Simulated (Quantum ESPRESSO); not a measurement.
# Cl under changes of volume

One of the cells (29.048 Å³/atom); the others are scaled copies at fixed shape and fractional positions:

```xyz
4
Lattice="3.1450 -2.2500 0.0000 3.1450 2.2500 0.0000 0.0000 0.0000 8.2100" Properties=species:S:1:pos:R:3 pbc="T T T"
Cl    3.1450    0.5850    3.2840
Cl    3.1450    1.6650    7.3890
Cl    3.1450   -0.5850    4.9260
Cl    3.1450   -1.6650    0.8210
```

- Program: Quantum ESPRESSO 7.5
- Functional: PBEsol
- Potentials or basis: GBRV 1.5 PBEsol
- Cutoff: 612 eV
- Density cutoff: 4898 eV
- k mesh: 7 × 7 × 4
- Occupations: fermi-dirac, width 0.05 eV
- Spin: no spin polarisation

```csv
volume (Å³/atom),energy over the lowest point (meV/atom),pressure (GPa),gap on the mesh (eV),largest force (eV/Å)
27.305,?,?,?,?
27.886,0.00,0.3,2.59,0.376
28.467,0.13,-0.3,2.51,0.141
29.048,2.31,-0.9,2.44,0.174
29.629,6.32,-1.4,2.37,0.384
30.210,11.95,-1.8,2.31,0.590
30.791,19.03,-2.2,2.24,0.784
```

Task: What does the run at 27.305 Å³/atom give?

Result: Energy over the lowest point 2.17 meV/atom; pressure 0.9 GPa; gap on the mesh 2.67 eV; largest force 0.654 eV/Å.

Worked out: A Birch-Murnaghan fit of order 3 (a polynomial in V^(-2/3)) to the other rows has its minimum at 28.14 Å³/atom with B0 = V·E''(V) = 29 GPa and B' = 4.7 at fixed shape and positions, which overstates the stiffness. It gives 2.18 meV/atom at 27.305 Å³/atom, against the run's 2.17, and -dE/dV = 0.9 GPa, against 0.9. A straight line through the other rows of the gap, of slope -3.49 eV per unit of ln V, extrapolates to 2.66 eV, against the run's 2.67.

Energies are extrapolated to zero smearing.

Caveats: an odd mesh through Γ misses points on the zone boundary, where band edges often lie.
